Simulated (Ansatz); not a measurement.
# Ge under strain — 73Ge NMR of the central transition

Cell: a structure deposited in the COD, relaxed with PBE at fixed cell and then changed (z compressed by 1 %, ions relaxed).

```
Ge
1.0
     5.93000    0.00000    0.00000
     0.00000    5.93000    0.00000
     0.00000    0.00000    6.91020
Ge
12
Cartesian
  0.5380 0.5380 0.0000
  2.4270 3.5030 5.1826
  5.3920 5.3920 3.4551
  3.5030 2.4270 1.7275
  1.0291 2.1886 1.8099
  0.7764 3.9941 0.0823
  4.9009 3.7414 5.2650
  5.1536 1.9359 3.5374
  3.9941 0.7764 -0.0823
  3.7414 4.9009 1.6452
  1.9359 5.1536 3.3728
  2.1886 1.0291 5.1003
```

Atoms are numbered from 1 in the order listed; like atoms form one site, named after its first atom.

The numbers come from a DFT calculation in Ansatz (PBE, plane waves and PAW, scalar-relativistic, 420 eV cutoff, Γ-centred 8×8×7 k-points, Fermi–Dirac smearing 0.02 eV).

73Ge has I = 9/2 and Q = -196.0 mb (Pyykkö 2018); at 23.5 T its Larmor frequency is ν₀ = 35.0 MHz. Only the quadrupole interaction is simulated: positions count from each site's isotropic chemical shift, and shift anisotropy, dipolar and J coupling are left out.

Q: What does the 73Ge spectrum (static powder) show for each site?

A: 

```tsv
site	first shell	C_Q (MHz)	η	P_Q (MHz)	δ_QIS (ppm)	breadth (kHz)
Ge1	4 Ge at 2.49–2.50 Å	-21.6	0.80	23.8	-642	167
Ge5	4 Ge at 2.49–2.51 Å	-27.7	0.85	30.9	-1079	282
```

δ_QIS = −(ν_Q²/30ν₀²)[I(I+1) − 3/4](1 + η²/3) × 10⁶ ppm with ν_Q = 3|C_Q|/[2I(2I−1)]; it falls as 1/B₀² in ppm, and the breadth as 1/B₀ in kHz.
